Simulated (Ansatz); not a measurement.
## Kick test of a cell of BaS

The cell was relaxed from a distorted copy of a database structure.

Level of theory: DFT PBE, scalar-relativistic, plane waves, PAW in Ansatz 0.2.0. Plane waves to 420 eV, a k mesh through Γ of 8×8×8 on the computed 2-atom cell and Gaussian smearing (0.02 eV); no spin polarisation.

The cell below (2 atoms, space group Fm-3m (No. 225)) is relaxed within its symmetry.

```yaml
crystal:
  lattice:
    - [0.00000, 3.21382, 3.21382]
    - [3.21382, 0.00000, 3.21382]
    - [3.21382, 3.21382, 0.00000]
  atoms:
    - { symbol: Ba, position: [0.00000, 0.00000, 0.00000] }
    - { symbol: S, position: [0.50000, 0.50000, 0.50000] }
```

For the test a repeat of it with 8 atoms (edges 4.55, 7.87, 7.87 Å) was strained at random (σ = 1.5 % a component), the atoms were moved at random (σ = 0.05 Å), and all was relaxed again on a coarse 4×2×2 mesh (in the run’s order of axes) with 0.10 eV smearing, with no symmetry imposed.

Task: What happens?

Result: It returns, within 1 meV/atom of the unmoved cell on that mesh and with the same symmetry when read at 0.1 Å (Pmn2_1 at 0.01 Å, so small strains and shifts remain). No instability shows in this cell; modes of other wave vectors, which need another repeat, aren't tested.
